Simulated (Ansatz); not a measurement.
Crystal: W.

```
W
1.0
     5.08300    0.00000    0.00000
     0.00000    5.08300    0.00000
     0.00000    0.00000    5.08300
W
8
Direct
  0.50000 0.25000 0.00000
  0.50000 0.75000 0.00000
  0.75000 0.00000 0.50000
  0.25000 0.00000 0.50000
  0.00000 0.50000 0.75000
  0.00000 0.50000 0.25000
  0.50000 0.50000 0.50000
  0.00000 0.00000 0.00000
```

This isn't the form of W at room conditions, which is bcc.

- Program: Ansatz 0.2.0
- Task: relaxation of cell and atoms
- Functional: PBEsol
- Dispersion: D3(BJ)
- Potentials or basis: Ansatz PAW
- Cutoff: 420 eV (not typed: the program's choice for these potentials)
- k mesh: 5 × 5 × 5
- Occupations: fermi-dirac, width 0.05 eV
- Spin: no spin polarisation

At the start: volume 16.42 Å³/atom.

Where does the relaxation end?

It ends after 4 steps and the volume is 15.55 Å³/atom (-5.3 %); space group Pm-3n (No. 223, to 0.05 Å).

Step by step:
| step | energy change (eV) | largest force (eV/Å) | volume (Å³) |
| --- | --- | --- | --- |
| 1 | 0.0000 | 0.0000 | 131.33 |
| 2 | -0.3625 | 0.0000 | 125.39 |
| 3 | -0.3713 | 0.0000 | 124.40 |
| 4 | -0.3688 | 0.0000 | 124.40 |

Final structure:
```
CELL_PARAMETERS angstrom
4.99199 0.00000 0.00000
0.00000 4.99199 0.00000
0.00000 0.00000 4.99199
ATOMIC_POSITIONS crystal
W 0.50000 0.25000 0.00000
W 0.50000 0.75000 0.00000
W 0.75000 0.00000 0.50000
W 0.25000 0.00000 0.50000
W 0.00000 0.50000 0.75000
W 0.00000 0.50000 0.25000
W 0.50000 0.50000 0.50000
W 0.00000 0.00000 0.00000
```

Caveat: the plane-wave basis is chosen anew once the cell has moved, so the energies of steps on either side of that aren't comparable; pairwise dispersion overbinds metals, which lowers pressure and volume; the PAW data sets come from PBE, with cores solved anew for the run's functional, which leaves a small shift of forces and pressure.
